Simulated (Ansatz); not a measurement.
# SnO2 (R-3m) in Ansatz: relaxation of cell and atoms with HSE06

Aim: the relaxation of cell and atoms of SnO2 with HSE06.

All numbers are computed with Ansatz 0.2.0; they aren't measurements. Logs are shortened: lines on timing, memory, paths and dates and some standing lists are left out, and cuts for length are marked.

## (1) The structure

Symmetry: R-3m, No. 166, trigonal system. The conventional cell has a = 3.234 Å, b = 3.234 Å, c = 14.402 Å, α = 90.00°, β = 90.00°, γ = 120.00°. Sn (site symmetry -3m) is surrounded by 6 O at 2.13 Å. O (site symmetry 3m) is surrounded by 3 Sn at 2.13 Å.

Measurements of this composition are mostly on another form, of space group No. 136.

## (2) Relaxation of cell and atoms, HSE06

File input:

```
crystal:
  lattice:
    - [1.6170930752, 0.9336291223, 4.800592584]
    - [-1.6170930752, 0.9336291223, 4.800592584]
    - [0.0, -1.8672582446, 4.800592584]
  atoms:
    - { symbol: Sn, position: [0.5, 0.5, 0.5] }
    - { symbol: O, position: [0.76283, 0.76283, 0.76283] }
    - { symbol: O, position: [0.23717, 0.23717, 0.23717] }
hamiltonian:
  xc: hse06
  pseudopotentials: { kind: paw }
kpoints:
  mp_grid: { grid: [6, 6, 6] }
scf:
  occupations: { method: fermi_dirac, width: 0.05 }
output:
  forces: true
  stress: true
  eigenvalues: true
relax:
  f_tol: 0.01
  max_steps: 40
  cell: { stress_tol: 0.05 }
```

Potentials or basis: Ansatz PAW.

The program printed:

```text
basis.fft_grid_basis auto: the FFT boxes are laid along the combinations [[1, 0, -1], [0, 1, -1], [0, 0, 1]] of the cell's own vectors, 3.234, 3.234 and 5.151 Å long. The dense box has 24×24×36 points. Along the cell's own vectors, as sized, it would have 36×36×36, 2.25 times as many. Of the 12 symmetry operations that the crystal satisfies within crystal.symmetry.tolerance (time reversal apart; of a slab, those that keep its plane) the dense box along the cell's own vectors carries 12, and the one as laid loses 8 of those. basis.fft_grid_basis: typed keeps the cell's own vectors: state it where this run's energies or levels are differenced outside the engine with another run's, or held beside a run that keeps those vectors.
GPUs: using 1 of 1 available (devices: 1).
Engine: ansatz 0.2.0, x86_64-unknown-linux-gnu
Pseudopotentials: kind: paw
Pseudopotential: Sn, paw, valence charge 14, recommended cutoff 420 eV (normal), Sn.paw.azcp
Pseudopotential: O, paw, valence charge 6, recommended cutoff 420 eV (normal), O.paw.azcp
Functional definition: HSE06
  parameter a = 0.25
  parameter omega = 0.11/bohr
  exchange = pbe_x - a*pbe_x_sr(omega) + a*exact_x_sr(omega)
  correlation = pbe_c
device memory: the entry about to start is reckoned to put 0.6 GiB on a device that reports 47.7 GiB free (of which the cap on the GPU budget leaves the run 18.0 GiB)
GPU FFT provider: cuFFT
GPU libraries: cuBLAS 13.8.2, cuFFT 12.4.0, cuSOLVER 12.3.4
Crystal: 3 atoms, lattice volume = 43.487 Å³
Basis set: ecut = 420 eV, 863 PW (Γ), FFT grids on a1−a3, a2−a3, a3, exchange–correlation on 48×48×72 points (8 copies of the dense FFT grid, shifted against one another)
Bands: 17, of which v1, the nominal top of the filled ones, is band 13 counted from 1 (12 counted from 0)
Symmetry: 12 space group operations
Space group: R-3m (ITA 166), of the structure as read, at distance tolerance 3.5e-5 Å
k-points: 32 of 216
Non-local potential: Sn, projectors of the file, l = 0: 2, l = 1: 2, l = 2: 2, l = 3: 2
Non-local potential: O, projectors of the file, l = 0: 2, l = 1: 2, l = 2: 1
PAW form: soft (Blöchl's): semilocal exchange-correlation on the pseudo side does not see the compensation charge
PAW frozen core: Sn, regenerated for the run's functional, and the local potential with it (the file was generated under x = pbe(κ = 0.804, μ = 0.2195149727645171), c = pbe(β = 0.06672455060314922))
PAW frozen core: O, regenerated for the run's functional, and the local potential with it (the file was generated under x = pbe(κ = 0.804, μ = 0.2195149727645171), c = pbe(β = 0.06672455060314922))
PAW one-centre angular grid: Sn, 590 points (default); XC on 64 Gauss nodes
PAW one-centre angular grid: O, 110 points (default); XC on 96 Gauss nodes
Initial density: superposition of atomic densities (neutral atoms: chi_scale 0, normalization atom), corrected by the library's trained network
Initial wavefunctions: pseudopotential atomic-orbital guess
GPU buffer pool allocated for 20736 grid points (all kernels)
GPU transforms: local potential and band sums: pruned to the plane-wave sphere, on 24×24×36
Functional: x = pbe(κ = 0.804, μ = 0.2195149727645171), c = pbe(β = 0.06672455060314922), warm-up for x = pbe(κ = 0.804, μ = 0.2195149727645171) + 0.25 (exact − pbe) at short range (hse, ω = 0.20786987370883472 Å⁻¹), c = pbe(β = 0.06672455060314922); HSE06 as pw.x's `hse` composes it (authors' and Libxc's form: `xc: wpbeh`)
SCF iter   1: F=—  HF=-7158.539133 eV  |F-HF|=—  |Δ(HF+E_count)|=         —  Δρ=1.62e-3  dr2=5.20e-4  ethr=1.77e-3  ⟨swp⟩=7.7  Hψ=2438  notcnv=0
preconditioner: auto → none  [insulator: Δε(μ)=1.932 eV  Ē_g=19.684 eV  σ=0.050 eV  W_gap=1.00  n_scr=14 (ndim 8)  ℏωp=28.7 eV  f_vac=0.168  D(μ)=0.00/eV (n_scr^D=0)]
SCF iter   2: F=—  HF=-7158.540547 eV  |F-HF|=—  |Δ(HF+E_count)|=   1.41e-3  Δρ=9.33e-4  dr2=1.50e-4  ethr=2.00e-6  ⟨swp⟩=5.3  Hψ=2068  notcnv=0  defer=6
SCF iter   3: F=—  HF=-7158.540700 eV  |F-HF|=—  |Δ(HF+E_count)|=   1.53e-4  Δρ=4.19e-4  dr2=5.54e-5  ethr=5.77e-7  ⟨swp⟩=3.5  Hψ=1217  notcnv=0  defer=4
iter 4 solved again at ethr=2.30e-9 eV; its pass at ethr=2.13e-7 eV (dr2=5.99e-7 eV) is discarded
SCF iter   4: F=—  HF=-7158.540728 eV  |F-HF|=—  |Δ(HF+E_count)|=   2.74e-5  Δρ=5.02e-5  dr2=5.14e-7  ethr=2.30e-9  ⟨swp⟩=4.1  Hψ=2591  notcnv=0
eigensolver tolerance schedule: the retry pair's looser diagonalisation over-reported the residual by 0.16 of it (diagonalisation noise at 0.17 of the residual, at the tolerance the schedule requests for it); recorded, not acted on — ethr = c·dr2/N_el stays at c = 1.0e-1
SCF iter   5: F=—  HF=-7158.540729 eV  |F-HF|=—  |Δ(HF+E_count)|=   1.34e-6  Δρ=1.09e-5  dr2=2.40e-8  ethr=1.98e-9  ⟨swp⟩=3.0  Hψ=1171  notcnv=0
SCF iter   6: F=—  HF=-7158.540729 eV  |F-HF|=—  |Δ(HF+E_count)|=   6.29e-8  Δρ=1.32e-6  dr2=6.96e-10  ethr=9.23e-11  ⟨swp⟩=3.3  Hψ=1204  notcnv=0
SCF iter   7: F=-7158.540729 eV  HF=-7158.540729 eV  |F-HF|=4.55e-11  |Δ(HF+E_count)|=  8.22e-10  Δρ=3.15e-7  dr2=2.12e-11  ethr=2.68e-12  ⟨swp⟩=3.8  Hψ=1367  notcnv=0
SCF 1 converged in 7 iterations: F = -7158.540729 eV  dr2 = 2.12e-11
[... 449 lines left out ...]
SCF iter   3: F=—  HF=-7162.185908 eV  |F-HF|=—  |Δ(HF+E_count)|=   2.28e-3  Δρ=5.14e-4  dr2=1.31e-4  ethr=2.73e-8  ⟨swp⟩=5.2  Hψ=2028  notcnv=0
SCF iter   4: F=—  HF=-7162.185843 eV  |F-HF|=—  |Δ(HF+E_count)|=   6.45e-5  Δρ=1.42e-4  dr2=3.26e-6  ethr=2.73e-8  ⟨swp⟩=4.9  Hψ=1775  notcnv=0
SCF iter   5: F=—  HF=-7162.185856 eV  |F-HF|=—  |Δ(HF+E_count)|=   1.23e-5  Δρ=5.23e-5  dr2=1.20e-6  ethr=8.87e-9  ⟨swp⟩=4.5  Hψ=1474  notcnv=0  defer=2
[... 52 lines left out ...]
  Residual-converged pass: ⟨swp⟩=5.0  Hψ=1857  notcnv=0  max |occ|·‖R‖ = 1.0e-8 eV (tolerance 1.0e-8 eV)  dr2=1.86e-12  dr2_onsite=1.16e-13  max |Δocc| = 6.4e-23
hybrid outer 1: dexx = +2.175e-7 eV, tail = 9.60e-10 eV
GPU FFT provider: cuFFT
GPU libraries: cuBLAS 13.8.2, cuFFT 12.4.0, cuSOLVER 12.3.4
GPU buffer pool allocated for 20736 grid points (all kernels)
GPU transforms: local potential and band sums: pruned to the plane-wave sphere, on 24×24×36
Exchange kernel: α = 0.2500, screened, ω = 0.2079 Å⁻¹, Wigner–Seitz truncation, v(0) = 1044.5453 eV·Å³, q-mesh 6×6×6, nearest image of the exchange supercell L = 19.14 Å, pair-density grid 20×20×32, without the augmentation charges, whose exchange is taken in its separable form by FFT convolution over the k-point mesh (the finest that the files' search goes to), smooth part of the exact exchange by density-matrix convolution in up to 3.17 GiB of GPU memory as planned if the GPU has room (build and FFT work areas not counted)
Frozen-core exchange: fock
SCF iter   1: F=—  HF=-7162.185244 eV  |F-HF|=—  |Δ(HF+E_count)|=         —  Δρ=4.60e-7  dr2=3.80e-11  ethr=1.85e-11  ⟨swp⟩=13.8  Hψ=2044  notcnv=0
preconditioner: auto → none  [insulator: Δε(μ)=3.890 eV  Ē_g=22.823 eV  σ=0.050 eV  W_gap=1.00  n_scr=14 (ndim 8)  ℏωp=29.3 eV  f_vac=0.172  D(μ)=0.00/eV (n_scr^D=0)]
SCF iter   2: F=-7162.185244 eV  HF=-7162.185244 eV  |F-HF|=1.82e-12  |Δ(HF+E_count)|=  6.37e-12  Δρ=7.37e-8  dr2=1.62e-12  ethr=1.00e-12  ⟨swp⟩=2.2  Hψ=969  notcnv=0
SCF 32 converged in 2 iterations: F = -7162.185244 eV  dr2 = 1.62e-12
  Residual-converged pass: ⟨swp⟩=5.0  Hψ=1771  notcnv=0  max |occ|·‖R‖ = 9.9e-9 eV (tolerance 1.0e-8 eV)  dr2=1.74e-12  dr2_onsite=1.28e-13  max |Δocc| = 7.0e-28
hybrid outer 2: dexx = +1.253e-11 eV, tail = 4.32e-12 eV, Δε = 9.81e-6 eV (about 7.12e-7 eV left of the loop's levels), ΔF = 8.34e-7 eV/Å (tail 5.69e-5)
relax step  11: F+E_penalty+E_count = -7162.18524365 eV  Δ(F+E_penalty+E_count) = +5.842e-4 eV  max|allowed force component| = 1.153e-4 eV/Å  Δτ_max = 0.0000 Å  P = -0.012 GPa  Ω = 41.769 Å³  stress off target by 3.08e-2 GPa  SCF on the basis re-selected at this cell (its energy is not comparable with the rows above)  (10 SCF iters)
basis re-selected at this cell: Δ(F+E_penalty+E_count) = +5.842e-4 eV, ΔP = -0.005 GPa vs the last step (what re-selecting the basis moved, of the pressure what is left beyond the Pulay correction that the steps carried, after the strain that the cell walked since its last selection, with what the two solves' SCF thresholds leave and, on support functions, any second-order correction that the steps lacked; it is no measure of the basis error at this ecutwfc). This SCF's stress stands 3.08e-2 GPa from its target on what of the cell is left free (relax.cell.stress_tol is 5.00e-2 GPa) and its largest allowed force component is 1.15e-4 eV/Å (relax.f_tol is 1.00e-2 eV/Å): within both
hybrid SCF converged: 2 outer / 10 inner (+0 warm-up), last move |dexx| = 1.25e-11 eV, tail = 4.32e-12 eV
Stability not checked: this state was not tested for a lower state beside it, because the functional holds exact exchange (a hybrid, or Hartree-Fock), whose exchange loop this test does not read (fock_operator; see scf.lower_state_search)
Free energy (F): -7162.185244 eV
Frozen-core exchange: fock
Harris-Foulkes:  -7162.185244 eV  (|F-HF|=1.82e-12)
Internal energy: -7162.185244 eV  (E = F + TS)
E sigma→0 (E₀):  -7162.185244 eV
Fermi energy:    7.353223 eV
--- Per-component energies (eV) ---
  E_band       = -172.893287
  E_kinetic    = 542.006619
  E_local      = -1983.334839  (includes V_loc(G=0)·N_el)
  E_nonlocal   = 63.767289
  E_hartree    = 992.843958
  E_xc         = -416.455865
  E_vxc        = -224.316093  (∫ρ·V_xc dr)
  E_exx        = -75.796157  (= α·E_x^exact, valence–valence)
  E_paw        = -4504.153641  (= ΣΔE_a)
  E_vpaw       = -405.116694  (= ΣTr[D̂ρ^β])
  E_aug_tail   = 0.004835  (compensation charges beyond the density's cutoff)
  E_ewald      = -1781.272995
  E_core_change = 0.205553  (= ΣΔE_core)
  E_smearing   = -0.000000  (= −TS)
  E_closure    = -0.000001  (closes the sum)
  Σ components = -7162.185244   (vs F -7162.185244, Δ=0.00e0)
--- Forces (eV/Å), atoms counted from 1 ---
  atom   1  Sn     0.00000000     0.00000000     0.00000000
  atom   2  O      0.00000000     0.00000000    -0.00011531
  atom   3  O     -0.00000000    -0.00000000     0.00011531
  max |Σ_I F_I| component: 0.00e0 eV/Å
--- Stress (GPa, compression-positive) ---
       -0.002371       0.000000      -0.000000
        0.000000      -0.002371       0.000000
       -0.000000       0.000000      -0.030836
  P = ⅓ Tr σ = -0.0119 GPa (-0.119 kbar)
--- Band table (eV; the first three rows and the last of 32) ---
  k-point 0: bands = ["-16.1143", "-15.7704", "-15.7704", "-15.4791", "-15.4791", "-14.2385", "-12.3465", "1.3439", "4.0690", "4.0690", "4.5167", "4.5167", "5.1223", "9.2071", "13.0701", "18.8427", "18.8427"]
  k-point 1: bands = ["-16.1192", "-15.9010", "-15.7155", "-15.5222", "-15.4722", "-14.0671", "-11.8723", "0.9839", "2.7640", "3.3962", "3.8861", "4.7713", "5.2444", "10.7247", "14.0992", "16.9585", "19.5578"]
  k-point 2: bands = ["-16.6138", "-15.6613", "-15.6560", "-15.5242", "-15.4037", "-13.5185", "-11.1552", "-0.4465", "1.4834", "2.4933", "3.5166", "4.8979", "5.0181", "12.7088", "15.0690", "16.8766", "19.8832"]
  k-point 31: bands = ["-16.1103", "-15.7701", "-15.7701", "-15.4790", "-15.4790", "-14.1362", "-12.4947", "1.8794", "3.9397", "4.0030", "4.0030", "4.5676", "4.5676", "10.5160", "12.9774", "19.0609", "19.0609"]
--- Relaxed structure (8 steps of the walk, 8 accepted, 3 SCFs on fresh bases) ---
  F+E_penalty+E_count = -7162.18524365 eV   max|allowed force component| = 1.153e-4 eV/Å   (the final SCF, on the basis selected at the relaxed cell)
  cell:  # Å, volume = 41.7685 Å³
    - [1.5952017766202733, 0.9209901751434846, 4.7383503976887065]
    - [-1.5952017766202733, 0.9209901751434846, 4.7383503976887065]
    - [-1.631055858515724e-17, -1.8419803502869692, 4.7383503976887065]
  atoms:
    - { symbol: Sn, position: [0.5, 0.5, 0.5] }
    - { symbol: O, position: [0.7647250273552666, 0.7647250273552666, 0.7647250273552666] }
    - { symbol: O, position: [0.23527497264473324, 0.23527497264473324, 0.23527497264473324] }
```

It took 3.2 min on 1 × NVIDIA H100 80GB HBM3 with 2 threads of AMD EPYC 7R13 (Zen 3), shared host; peak memory 2.8 GiB.

Results:

* Free energy: -7162.1852 eV
* Relaxed volume: 13.92 Å³/atom
* Relaxed cell: a = 5.084 Å, b = 5.084 Å, c = 5.084 Å, α = 36.57°, β = 36.57°, γ = 36.57°
* Space group after relaxing (to 0.05 Å): R-3m (No. 166)
* Energy gained by relaxing: 24.6 meV/atom
* Ionic steps: 11
* Pressure after relaxing: 0.0 GPa
* Band gap on the k mesh: 3.89 eV, indirect (least direct gap 4.08 eV)

Step by step:
```csv
step,energy change (eV),largest force (eV/Å),volume (Å³)
1,0.0000,0.8880,43.49
2,-0.0762,0.0986,42.32
3,-0.0781,0.0331,41.97
4,-0.0778,0.0017,42.14
5,-0.0738,0.0017,42.14
6,-0.0744,0.0002,42.01
7,-0.0747,0.0002,41.92
8,-0.0749,0.0001,41.88
9,-0.0740,0.0002,41.88
10,-0.0744,0.0000,41.77
11,-0.0739,0.0001,41.77
```

Final structure:
```xyz
3
Lattice="1.5952 0.9210 4.7384 -1.5952 0.9210 4.7384 0.0000 -1.8420 4.7384" Properties=species:S:1:pos:R:3 pbc="T T T"
Sn    0.0000    0.0000    7.1075
O     0.0000    0.0000   10.8706
O     0.0000    0.0000    3.3444
```

Levels at points of the mesh, in eV from the valence-band top:
```
              k point  band 11  band 12  band 13  band 14  band 15  band 16
   (0.00, 0.00, 0.00)    -0.80    -0.80    -0.19     3.89     7.75    13.53
  (0.00, 0.00, -0.50)    -1.55    -0.59    -0.39     7.82    10.00    12.38
 (0.00, -0.50, -0.50)    -1.20    -0.25    -0.02     7.49     9.08    13.37
(-0.50, -0.50, -0.50)    -1.31    -0.75    -0.75     5.20     7.66    13.74
```

Caveat: the plane-wave basis is chosen anew once the cell has moved, so the energies of steps on either side of that aren't comparable; the pressure holds a Pulay correction of +0.6 GPa for the finite cutoff; spin-orbit coupling is left out, which moves the levels of the heavy elements; the PAW data sets come from PBE, with cores solved anew for the run's functional, which leaves a small shift of forces and pressure. A k mesh can miss the band edges.
